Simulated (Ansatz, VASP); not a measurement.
# AlN in two plane-wave programs, part 2 of 2

Wanted: the spread between two codes on one cell, functional and k mesh.

VASP 6.6.1 and Ansatz 0.2.0.

So far: The starting structure; Ansatz: G0W0 gap, PBE.

### 3. VASP: G0W0 gap, PBE

Level of this step: G0W0 on PBE; plane waves and PAW (Al_GW, N_GW) (VASP).

The same cell, functional and mesh now go to VASP, with its own data sets and cutoff.

Lines of VASP's logs that name or quote its potential files are left out, and so is its time.

The run reads the wave functions of an earlier VASP run, which isn't shown here.

Contents of INCAR:

```
SYSTEM = AlN
PREC = Accurate
ENCUT = 450
ISMEAR = 0
SIGMA = 0.01
LREAL = .FALSE.
GGA = PE
NBANDS = 80
ALGO = EVGW0
NELMGW = 1
ENCUTGW = 140
NOMEGA = 48
PRECFOCK = Fast
NBANDSGW = 16
LWAVE = .FALSE.
LCHARG = .FALSE.
```

Contents of POSCAR:

```
AlN
1.0
    0.0000000000      2.1839935596      2.1839935596
    2.1839935596      0.0000000000      2.1839935596
    2.1839935596      2.1839935596      0.0000000000
Al N
1 1
Direct
    0.0000000000      0.0000000000      0.0000000000
    0.7500000000      0.7500000000      0.7500000000
```

Contents of KPOINTS:

```
Automatic mesh
0
Gamma
6 6 6
0 0 0
```

The projector-augmented-wave data sets are Al_GW and N_GW (PBE family, release 64).

The run is started by

```sh
$ mpirun -np 8 vasp_std
```

Numbers of over 12 decimals in the logs are rounded to 6 here.

The program printed:

```text
[banner, memory and clock lines left out]
running    8 mpi-ranks, on    1 nodes
 distrk:  each k-point on    8 cores,    1 groups
 distr:  one band on    1 cores,    8 groups

 POSCAR found type information on POSCAR AlN
 POSCAR found :  2 types and       2 ions
|                                                                             |
|           W    W    AA    RRRRR   N    N  II  N    N   GGGG   !!!           |
|           W    W   A  A   R    R  NN   N  II  NN   N  G    G  !!!           |
|           W    W  A    A  R    R  N N  N  II  N N  N  G       !!!           |
|           W WW W  AAAAAA  RRRRR   N  N N  II  N  N N  G  GGG   !            |
|           WW  WW  A    A  R   R   N   NN  II  N   NN  G    G                |
|           W    W  A    A  R    R  N    N  II  N    N   GGGG   !!!           |
|                                                                             |
|     For optimal performance we recommend to set                             |
|       NCORE = 2 up to number-of-cores-per-socket                            |
|     NCORE specifies how many cores store one orbital (NPAR=cpu/NCORE).      |
|     This setting can greatly improve the performance of VASP for DFT.       |
|     The default, NCORE=1 might be grossly inefficient on modern             |
|     multi-core architectures or massively parallel machines. Do your        |
|     Unfortunately you need to use the default for GW and RPA                |
|     calculations (for HF NCORE is supported but not extensively tested      |
|     yet).                                                                   |
|                                                                             |

|                                                                             |
|           W    W    AA    RRRRR   N    N  II  N    N   GGGG   !!!           |
|           W    W   A  A   R    R  NN   N  II  NN   N  G    G  !!!           |
|           W    W  A    A  R    R  N N  N  II  N N  N  G       !!!           |
|           W WW W  AAAAAA  RRRRR   N  N N  II  N  N N  G  GGG   !            |
|           WW  WW  A    A  R   R   N   NN  II  N   NN  G    G                |
|           W    W  A    A  R    R  N    N  II  N    N   GGGG   !!!           |
|                                                                             |
|     The default for ENCUTGWSOFT is different in this version of VASP.       |
|     please manually set ENCUTGWSOFT =140 in the INCAR file.                 |
|                                                                             |

 LDA part: xc-table for (Slater+PW92), standard interpolation
 found WAVECAR, reading the header
 POSCAR, INCAR and KPOINTS ok, starting setup
 FFT: planning ... GRIDC
 FFT: planning ... GRID_SOFT
 FFT: planning ... GRID
 reading WAVECAR
 the WAVECAR file was read successfully
 initial charge from wavefunction
 available memory per node:     33.32 GB, setting MAXMEM to     34117

 The Fermi energy was updated, please check that it is located mid-gap
 values below the HOMO (VB) or above the LUMO (CB) will cause erroneous energies
 E-fermi :   6.6098

 calculate exact exchange contribution
 the WAVEDER file was read successfully
energies w=
    0.000    0.000    0.733    0.000    1.462    0.000    2.186    0.000
    2.902    0.000    3.607    0.000    4.301    0.000    4.983    0.000
    5.652    0.000    6.308    0.000    6.953    0.000    7.587    0.000
    8.212    0.000    8.830    0.000    9.442    0.000   10.051    0.000
   10.658    0.000   11.267    0.000   11.880    0.000   12.500    0.000
   13.129    0.000   13.772    0.000   14.432    0.000   15.114    0.000
   15.821    0.000   16.560    0.000   17.336    0.000   18.158    0.000
   19.033    0.000   19.973    0.000   20.989    0.000   22.097    0.000
   23.317    0.000   24.671    0.000   26.191    0.000   27.917    0.000
   29.899    0.000   32.210    0.000   34.946    0.000   38.244    0.000
   42.304    0.000   47.434    0.000   54.120    0.000   63.195    0.000
   76.200    0.000   96.348    0.000  131.626    0.000  208.925    0.000
 responsefunction array rank=      88
 LDA part: xc-table for (Slater+PW92), standard interpolation

 min. memory requirement per mpi rank    102.9 MB, per node    823.5 MB

 allocating   6 responsefunctions rank=    88
 shmem allocating  48 responsefunctions rank=    88
 response function shared by NCSHMEM nodes    1
 Doing            6  frequencies on each core in blocks of           48
NQ=   1    0.0000    0.0000    0.0000,
|.........|.........|.........|.........|.........|.........|.........|.........
 performed        172000 updates of chi_q(r,r)
 total number of BLAS operations          5.82 Gflops
NQ=   2    0.1667    0.0000    0.0000,
|.........|.........|.........|.........|.........|.........|.........|.........
 performed        518000 updates of chi_q(r,r)
 total number of BLAS operations         19.79 Gflops
NQ=   3    0.3333    0.0000    0.0000,
|.........|.........|.........|.........|.........|.........|.........|.........
 performed        864000 updates of chi_q(r,r)
 total number of BLAS operations         34.97 Gflops
NQ=   4    0.5000    0.0000    0.0000,
|.........|.........|.........|.........|.........|.........|.........|.........
 performed       1148000 updates of chi_q(r,r)
 total number of BLAS operations         48.13 Gflops
NQ=   5    0.1667    0.1667    0.0000,
|.........|.........|.........|.........|.........|.........|.........|.........
 performed       1494000 updates of chi_q(r,r)
 total number of BLAS operations         64.14 Gflops
NQ=   6    0.3333    0.1667    0.0000,
|.........|.........|.........|.........|.........|.........|.........|.........
 performed       2060000 updates of chi_q(r,r)
 total number of BLAS operations         92.42 Gflops
NQ=   7    0.5000    0.1667    0.0000,
|.........|.........|.........|.........|.........|.........|.........|.........
 performed       2626000 updates of chi_q(r,r)
 total number of BLAS operations        120.00 Gflops
NQ=   8   -0.3333    0.1667    0.0000,
|.........|.........|.........|.........|.........|.........|.........|.........
 performed       3192000 updates of chi_q(r,r)
 total number of BLAS operations        147.57 Gflops
NQ=   9   -0.1667    0.1667    0.0000,
|.........|.........|.........|.........|.........|.........|.........|.........
 performed       3676000 updates of chi_q(r,r)
 total number of BLAS operations        169.38 Gflops
NQ=  10    0.3333    0.3333    0.0000,
|.........|.........|.........|.........|.........|.........|.........|.........
 performed       4022000 updates of chi_q(r,r)
 total number of BLAS operations        185.38 Gflops
NQ=  11    0.5000    0.3333    0.0000,
|.........|.........|.........|.........|.........|.........|.........|.........
 performed       4588000 updates of chi_q(r,r)
 total number of BLAS operations        212.96 Gflops
NQ=  12   -0.3333    0.3333    0.0000,
|.........|.........|.........|.........|.........|.........|.........|.........
 performed       5072000 updates of chi_q(r,r)
 total number of BLAS operations        238.39 Gflops
NQ=  13    0.5000    0.5000    0.0000,
|.........|.........|.........|.........|.........|.........|.........|.........
 performed       5321000 updates of chi_q(r,r)
 total number of BLAS operations        251.15 Gflops
NQ=  14    0.5000    0.3333    0.1667,
|.........|.........|.........|.........|.........|.........|.........|.........
 performed       5964000 updates of chi_q(r,r)
 total number of BLAS operations        282.46 Gflops
NQ=  15   -0.3333    0.3333    0.1667,
|.........|.........|.........|.........|.........|.........|.........|.........
 performed       6566000 updates of chi_q(r,r)
 total number of BLAS operations        314.86 Gflops
NQ=  16   -0.3333    0.5000    0.1667,
|.........|.........|.........|.........|.........|.........|.........|.........
 performed       7053000 updates of chi_q(r,r)
 total number of BLAS operations        339.80 Gflops
 resolving degeneracies of screened two electron integrals

 calculate QP shifts <psi_nk| G(iteration)W_0 |psi_nk>: iteration 1
 entering main loop
```

Parts of OUTCAR (step 3):

```text
ion  position               nearest neighbor table
   1  0.000  0.000  0.000-   2 1.89   2 1.89   2 1.89   2 1.89
   2  0.750  0.750  0.750-   1 1.89   1 1.89   1 1.89   1 1.89

  LATTYP: Found a face centered cubic cell.
 ALAT       =     4.3679871192

 Subroutine GETGRP returns: Found 24 space group operations
 (whereof 24 operations were pure point group operations)

The static configuration has the point symmetry T_d .

 Found     16 irreducible k-points:

   k-points           NKPTS =     16   k-points in BZ     NKDIM =    216   number of bands    NBANDS=     80

   dimension x,y,z NGX =    24 NGY =   24 NGZ =   24
   dimension x,y,z NGXF=    48 NGYF=   48 NGZF=   48

   ENCUT  =  450.0 eV  33.07 Ry    5.75 a.u.   5.34  5.34  5.34*2*pi/ulx,y,z

   NELECT =       8.0000    total number of electrons

  energy-cutoff  :      450.00
  volume of cell :       20.83
      direct lattice vectors                 reciprocal lattice vectors
     0.000000000  2.183993560  2.183993560    -0.228938404  0.228938404  0.228938404
     2.183993560  0.000000000  2.183993560     0.228938404 -0.228938404  0.228938404
     2.183993560  2.183993560  0.000000000     0.228938404  0.228938404 -0.228938404

 k-points in reciprocal lattice and weights: Automatic mesh
   0.00000000  0.00000000  0.00000000       0.005
   0.16666667  0.00000000  0.00000000       0.037
   0.33333333  0.00000000  0.00000000       0.037
   0.50000000  0.00000000  0.00000000       0.019
   0.16666667  0.16666667  0.00000000       0.028
   0.33333333  0.16666667  0.00000000       0.111
   0.50000000  0.16666667  0.00000000       0.111
  -0.33333333  0.16666667  0.00000000       0.111
  -0.16666667  0.16666667  0.00000000       0.056
[...]
-0.33333333  0.33333333  0.16666667       0.111
  -0.33333333  0.50000000  0.16666667       0.056

 E-fermi :   6.6098

 QP shifts <psi_nk| G(iteration)W_0 |psi_nk>: iteration 1
 for sc-GW calculations column KS-energies equals QP-energies in previous step
 and V_xc(KS)=  KS-energies - (<T + V_ion + V_H > + <T+V_H+V_ion>^1  + <V_x>^1)
 k-point   1 :       0.0000    0.0000    0.0000
  band No.  KS-energies  QP-energies   sigma(KS)   V_xc(KS)     V^pw_x(r,r')   Z            occupation Imag(sigma)
      1     -10.0369     -11.5103     -16.8269     -14.7944     -24.7739       0.7249       2.0000       1.2741
      2       4.9525       4.1231     -17.8278     -16.7599     -20.7766       0.7767       2.0000       0.0898
      3       4.9525       4.1231     -17.8278     -16.7599     -20.7766       0.7767       2.0000       0.0898
      4       4.9525       4.1231     -17.8278     -16.7599     -20.7766       0.7767       2.0000       0.0898
      5       9.1393       9.8890     -11.5776     -12.5058      -7.8648       0.8077       0.0000      -0.0627
      6      17.5014      18.4733      -9.0615     -10.2759      -4.0489       0.8004       0.0000      -0.1289
      7      17.5014      18.4733      -9.0615     -10.2759      -4.0489       0.8004       0.0000      -0.1289
      8      17.5014      18.4733      -9.0615     -10.2759      -4.0489       0.8004       0.0000      -0.1289
    ...

 k-point   2 :       0.1667    0.0000    0.0000
  band No.  KS-energies  QP-energies   sigma(KS)   V_xc(KS)     V^pw_x(r,r')   Z            occupation Imag(sigma)
      1      -9.6397     -11.0784     -16.9982     -15.0025     -24.8824       0.7209       2.0000       1.2181
      2       3.0965       2.0936     -16.4551     -15.1461     -19.5751       0.7662       2.0000       0.1027
      3       4.8201       3.9717     -17.7486     -16.6541     -20.7257       0.7751       2.0000       0.0903
      4       4.8201       3.9717     -17.7486     -16.6541     -20.7257       0.7751       2.0000       0.0903
      5      10.5619      11.4211     -12.1860     -13.2611      -8.3273       0.7991       0.0000      -0.0669
      6      16.5923      17.5736      -9.6896     -10.9224      -4.7102       0.7960       0.0000      -0.1311
      7      17.6686      18.6260      -9.1288     -10.3306      -4.0135       0.7966       0.0000      -0.1503
      8      17.6686      18.6260      -9.1288     -10.3306      -4.0135       0.7966       0.0000      -0.1503
    ...

 k-point   3 :       0.3333    0.0000    0.0000
  band No.  KS-energies  QP-energies   sigma(KS)   V_xc(KS)     V^pw_x(r,r')   Z            occupation Imag(sigma)
      1      -8.6540     -10.0451     -17.5913     -15.6658     -25.3219       0.7224       2.0000       1.0830
      2       0.3998      -0.8051     -15.1588     -13.5248     -18.9720       0.7374       2.0000       0.1645
      3       4.5801       3.6989     -17.6318     -16.4920     -20.6652       0.7731       2.0000       0.0918
      4       4.5801       3.6989     -17.6318     -16.4920     -20.6652       0.7731       2.0000       0.0918
      5      11.9551      12.8393     -11.0669     -12.1702      -6.7842       0.8014       0.0000      -0.0812
      6      15.3477      16.3423     -11.1145     -12.4060      -6.0140       0.7701       0.0000      -0.1464
      7      16.6777      17.5190      -8.8627      -9.9107      -3.9007       0.8028       0.0000      -0.1424
      8      16.6777      17.5190      -8.8627      -9.9107      -3.9007       0.8028       0.0000      -0.1424
    ...

 k-point   4 :       0.5000    0.0000    0.0000
  band No.  KS-energies  QP-energies   sigma(KS)   V_xc(KS)     V^pw_x(r,r')   Z            occupation Imag(sigma)
      1      -7.9897      -9.3495     -18.1793     -16.3071     -25.8455       0.7263       2.0000       1.0064
      2      -0.9084      -2.1776     -14.3294     -12.5823     -18.4612       0.7264       2.0000       0.2344
      3       4.4692       3.5746     -17.5880     -16.4300     -20.6475       0.7725       2.0000       0.0927
      4       4.4692       3.5746     -17.5880     -16.4300     -20.6475       0.7725       2.0000       0.0927
      5      12.3250      13.1643     -10.0847     -11.1166      -5.7691       0.8133       0.0000      -0.0796
      6      14.8124      15.8070     -11.8422     -13.1567      -6.6094       0.7566       0.0000      -0.1557
      7      16.0930      16.9010      -8.7653      -9.7687      -3.9092       0.8052       0.0000      -0.1282
      8      16.0930      16.9010      -8.7653      -9.7687      -3.9092       0.8052       0.0000      -0.1282
    ...

[... 4 further parts left out ...]
```

### 4. Comparison

Known differences besides the potentials themselves: the two programs' PAW sets differ in cores and partial waves; the cutoff is 420 eV in Ansatz and 450 eV in VASP; VASP leaves aspherical gradient terms in its spheres out (LASPH is not set), Ansatz keeps them; Ansatz integrates over frequency by contour deformation, VASP on a grid of NOMEGA points. Total energies have different zeros and are not compared.

Compared:

```
                 quantity  Ansatz  VASP  difference
G0W0 gap on the mesh (eV)    4.65  4.60       +0.05
    PBE gap under it (eV)    3.32  3.31       +0.01
```

### 5. Results

| Item | Value |
| --- | --- |
| difference in G0W0 gap on the mesh (G0W0 gap, PBE) | 0.055 eV |

**Reading.** The difference in G0W0 gap on the mesh is 0.055 eV (G0W0 gap, PBE), within the 0.15 eV picked in this series as the mark of a large difference. Such differences can come from data sets, numerical settings and the points named under the comparisons, not from the functional's error against experiment.

[Lines on the potential files, build, host, timing and source positions are cut from VASP's logs without a mark.]

[Logs are printed without paths, hosts, clocks, repeated set-up lines and the standing remarks that a program may print on its own settings, such as how far it seeks lower states.]

[Hosts, paths, dates, database ids (printed as entryN), source tags and the programs' standing remarks are cut or masked in the printed files.]
